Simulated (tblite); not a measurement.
# CH5FN2O: the cost of one run

Computed with tblite 0.8.0 and PySCF 2.14.0; each step states its level. No surroundings beyond the atoms listed, unless a continuum is named. Atoms count from 0, parts from 1.

## Step 1: Starting point

10 atoms, charge 0, multiplicity 1; geometry: rigid parts in contact. Parts: 1 = atoms 0–7, `NC(N)=O`, charge 0; 2 = atoms 8–9, `F`, charge 0.

## Step 2: Search for minima with GFN2-xTB

What the job is given:

```
{"job": {"kind": "dock", "xc": "GFN2-xTB", "basis": "xTB"}, "charge": 0, "multiplicity": 1, "parts": [{"atoms": "0-7", "charge": 0, "multiplicity": 1}, {"atoms": "8-9", "charge": 0, "multiplicity": 1}]}
N      1.131061    -0.306318     0.041927
C      0.003141     0.433677     0.292671
N     -1.133830    -0.064142    -0.292282
O      0.010590     1.435297     0.968783
H      1.150629    -0.941814    -0.736800
H      2.002726     0.136344     0.280064
H     -1.999349     0.330894     0.035259
H     -1.164967    -1.023938    -0.589623
F     -1.918536     2.912650    -0.137353
H     -1.768539     2.345013     0.587017
```

Level: GFN2-xTB search for minima from random contacts, gas phase.

Run with:

```bash
$ OMP_NUM_THREADS=1 python cluster_run.py task.json out
```

This one command runs all jobs of the session in turn.

**Question.** How long does this first job take on 1 thread of Intel Xeon Platinum 8259CL at 2.50GHz, shared host?

About 9.3 s.
